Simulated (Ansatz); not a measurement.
Here is an Ansatz 0.2.0 calculation.

File input.yaml:

```yaml
crystal:
  lattice:
    - [0.0, 2.22200033, 2.22200033]
    - [2.22200033, 0.0, 2.22200033]
    - [2.22200033, 2.22200033, 0.0]
  atoms:
    - { symbol: Mn, position: [0.0, 0.0, 0.0], spin: 5.0 }
    - { symbol: O, position: [0.5, 0.5, 0.5] }
kpoints:
  mp_grid: { grid: [10, 10, 10] }
scf:
  occupations: { method: fermi_dirac, width: 0.05 }
hamiltonian:
  xc: pbesol
  pseudopotentials: { kind: all_electron, lapw: { basis_error: 0.001 } }
  hubbard:
    sites: [{ species: Mn, l: d, u_eff: 8 }]
    double_counting: fll
    projectors: ortho-atomic
magnetization:
  spin_polarized: true
output:
  forces: true
  stress: true
  eigenvalues: true
  dos: { projected: false, de: 0.2, e_range: [-14, 10] }
```

Potentials or basis: all-electron LAPW, scalar-relativistic.

The run is started by

```sh
$ ansatz run input.yaml --threads 2 --pin off --max-ram 6144MiB --backend cpu --events-out ev --progress --plain --runs-dir out
```

(1) Estimate the net moment.

(2) Predict the absolute moment.

(3) What does it give for the band gap on the k mesh?

(4) Predict the pressure.

## Answers

(1) 5.00 μB per cell.

(2) 5.00 μB per cell.

(3) 0.55 eV, indirect (least direct gap 2.42 eV).

(4) 7.9 GPa.

Caveat: the magnetic state may not be the lowest; a cell with one magnetic atom can't hold antiferromagnetic order, which such compounds often take; the density of states is complete only up to the lowest level of the last band computed.
